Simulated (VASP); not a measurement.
Crystal: MgSi.

```xyz
2
Lattice="2.9084 0.0000 0.0000 0.0000 2.9084 0.0000 0.0000 0.0000 4.1034" Properties=species:S:1:pos:R:3 pbc="T T T"
Si    1.4542    1.4542    2.0517
Mg    0.0000    0.0000    0.0000
```

The cell comes from a database or a generator and needn't be the stable form of this composition.

| Quantity | Value |
| --- | --- |
| Program | VASP 6.6.1 |
| Task | relaxation of cell and atoms |
| Functional | BLYP |
| Dispersion | D3(BJ) |
| Potentials or basis | VASP PAW PBE potentials, release 64 (Si, Mg) |
| Cutoff | 600 eV |
| k mesh | 9 × 9 × 7 |
| Occupations | fermi-dirac, width 0.05 eV |
| Spin | no spin polarisation |

At the start: pressure -4.5 GPa; volume 17.35 Å³/atom.

Problem. How do energy, volume and symmetry change on relaxing?

Solution. Over 7 steps the energy falls by 38.8 meV/atom and the volume is 16.30 Å³/atom (-6.1 %); space group P4/mmm (No. 123, to 0.05 Å).

Step by step:
```tsv
step	energy change (eV)	largest force (eV/Å)	pressure (GPa)	volume (Å³)
1	0.0000	0.0000	-4.51	34.71
2	-0.0702	0.0000	0.15	32.29
3	-0.0714	0.0000	0.95	31.97
4	-0.0761	0.0000	0.45	32.30
5	-0.0769	0.0000	-0.26	32.79
6	-0.0776	0.0000	0.06	32.57
7	-0.0776	0.0000	0.01	32.60
```

Final structure:
```yaml
crystal:
  lattice:
    - [2.92245, 0.00000, 0.00000]
    - [0.00000, 2.92245, 0.00000]
    - [0.00000, 0.00000, 3.81718]
  atoms:
    - { symbol: Si, position: [0.50000, 0.50000, 0.50000] }
    - { symbol: Mg, position: [0.00000, 0.00000, 0.00000] }
```

Caveat: the PAW data sets were made with another functional, which shifts forces and pressure a little; pairwise dispersion overbinds metals, which lowers pressure and volume.
